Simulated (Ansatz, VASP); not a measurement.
# Be in VASP and in Ansatz

```xyz
1
Lattice="0.0000 1.5142 1.5142 1.5142 0.0000 1.5142 1.5142 1.5142 0.0000" Properties=species:S:1:pos:R:3 pbc="T T T"
Be    0.0000    0.0000    0.0000
```

Alike in both runs: task single point; functional BLYP; k mesh 19 × 19 × 19; occupations fermi-dirac, width 0.1 eV; no spin polarisation.

|  | VASP | Ansatz |
| --- | --- | --- |
| version | VASP 6.6.1 | Ansatz 0.2.0 |
| potentials or method | VASP PAW PBE potentials, release 64 (Be) | plane waves (420 eV) with PAW, scalar-relativistic |
| plane-wave cutoff (eV) | 520 | 420 |
| valence electrons in the cell | 2 | 2 |

VASP gave:

* pressure (GPa): 19.0

Question: Which values does Ansatz return?

Answer: Pressure (GPa): 18.9.

Caveats: so large a pressure means that the cell lies far from this level's equilibrium, or that cutoff or potentials fall short (VASP); the potentials were made for another functional, which shifts forces and pressure (VASP).
